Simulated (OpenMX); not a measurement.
Ba:

```xyz
1
Lattice="-0.1303 3.2423 3.1790 3.1658 -0.0849 3.1335 3.1722 3.2031 -0.0912" Properties=species:S:1:pos:R:3 pbc="T T T"
Ba    0.0181   -0.2132    0.0599
```

The cell isn't the ideal one: cell strained at random at fixed volume.

```yaml
Program: OpenMX 3.8.5
Task: relaxation of cell and atoms
Functional: LDA
Potentials_or_basis: OpenMX 2013 LDA set, Ba12.0-s3p2d2, grid cutoff 300 Ry
k_mesh: 7 × 7 × 7
Occupations: fermi-dirac, width 0.05 eV
Spin: no spin polarisation
```

At the start: pressure -1.3 GPa; volume 67.56 Å³/atom.

Question: How do energy, volume and symmetry change on relaxing?

Answer: Over 18 steps the energy falls by 54.5 meV/atom and the volume is 58.43 Å³/atom (-13.5 %); space group Fmmm (No. 69, to 0.05 Å).

The path:
| step | energy change (eV) | largest force (eV/Å) | pressure (GPa) | volume (Å³) |
| --- | --- | --- | --- | --- |
| 1 | 0.0000 | 0.0000 | -1.35 | 67.56 |
| 2 | -0.0012 | 0.0000 | -1.34 | 67.44 |
| 3 | -0.0024 | 0.0000 | -1.33 | 67.33 |
| 4 | -0.0036 | 0.0000 | -1.32 | 67.21 |
| 5 | -0.0047 | 0.0000 | -1.30 | 67.09 |
| 6 | -0.0074 | 0.0000 | -1.27 | 66.81 |
| 7 | -0.0100 | 0.0000 | -1.25 | 66.53 |
| 8 | -0.0125 | 0.0000 | -1.22 | 66.26 |
| 9 | -0.0148 | 0.0000 | -1.19 | 66.00 |
| 10 | -0.0202 | 0.0000 | -1.13 | 65.37 |
| 11 | -0.0249 | 0.0000 | -1.07 | 64.78 |
| 12 | -0.0291 | 0.0000 | -1.02 | 64.22 |
| 13 | -0.0327 | 0.0000 | -0.97 | 63.71 |
| 14 | -0.0401 | 0.0000 | -0.85 | 62.50 |
| 15 | -0.0453 | 0.0000 | -0.74 | 61.49 |
| 16 | -0.0488 | 0.0000 | -0.65 | 60.63 |
| 17 | -0.0512 | 0.0000 | -0.56 | 59.92 |
| 18 | -0.0545 | 0.0000 | -0.38 | 58.43 |

Final structure:
```
Ba
1.0
    -0.00092    3.12854    3.06611
     3.07570    0.02778    3.06030
     3.07469    3.12236    0.02070
Ba
1
Cartesian
  -0.0102 -0.2531 0.0237
```

Caveat: volumes in these bases differ from converged ones by about 1 %, for some elements by several; the energies along the path lack the entropy term of the smearing; the basis of atomic orbitals isn't converged, which shifts pressures, moduli and gaps.
